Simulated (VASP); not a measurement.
Write the native input for VASP 6.6.1 that does the following.

```yaml
Task: single point
Functional: PBEsol
Potentials_or_basis: VASP PAW PBE potentials, release 64 (Ga_d, As)
Cutoff: 520 eV
k_mesh: 12 × 12 × 12
Occupations: gaussian, width 0.01 eV
Spin: no spin polarisation
Dipole_correction: no
Further_INCAR_settings: ALGO = Normal; EDIFF = 1e-06; NBANDS = 16
```

The structure of GaAs lies in POSCAR:

```
GaAs
1.0
    0.0000000000      2.8295586954      2.8295586954
    2.8295586954      0.0000000000      2.8295586954
    2.8295586954      2.8295586954      0.0000000000
Ga As
1 1
Direct
    0.0000000000      0.0000000000      0.0000000000
    0.2500000000      0.2500000000      0.2500000000
```

The cell isn't the ideal one: cell and atoms relaxed tightly for response.

The input as run:

INCAR

```
ALGO = Normal
EDIFF = 1E-6
ENCUT = 520
GGA = PS
ISIF = 2
ISMEAR = 0
LASPH = True
LCHARG = True
LELF = True
LREAL = False
LVHAR = True
LWAVE = False
NBANDS = 16
NELM = 60
PREC = Accurate
SIGMA = 0.01
```

KPOINTS

```
k-points
0
Gamma
  12 12 12
```

Potentials or basis: VASP PAW PBE potentials, release 64 (Ga_d, As).

Run with:

```console
$ cat potpaw_PBE.64/Ga_d/POTCAR potpaw_PBE.64/As/POTCAR > POTCAR
$ mpirun -np 1 vasp_std > vasp.out
```

Results of the run:

The pressure is 0.2 GPa. The band gap on the k mesh is 0.43 eV, direct.

Caveat: the PAW data sets were made with another functional, which shifts forces and pressure a little.

It took 39 s on 1 thread of Intel(R) Xeon(R) Platinum 8488C (Sapphire Rapids), on a shared host, peak memory 0.2 GiB.
